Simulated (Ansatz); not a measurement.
A run of Ansatz 0.2.0 is set up as follows.

Contents of input.yaml:

```yaml
crystal:
  lattice:
    - [2.71648, 0.0, 0.0]
    - [0.0, 2.71648, 0.0]
    - [0.0, 0.0, 2.71648]
  atoms:
    - { symbol: Ga, position: [0.0, 0.0, 0.0] }
hamiltonian:
  xc: pbe
  pseudopotentials: { kind: paw }
kpoints:
  mp_grid: { grid: [10, 10, 10] }
scf:
  occupations: { method: gaussian, width: 0.011 }
output:
  forces: true
  stress: true
  eigenvalues: true
```

Potentials or basis: Ansatz PAW.

Launch:

```sh
$ ansatz run input.yaml --threads 2 --pin off --max-ram 5632MiB --backend cpu --events-out ev --progress --plain --runs-dir out
```

Q: Predict the pressure.

A: 0.6 GPa.
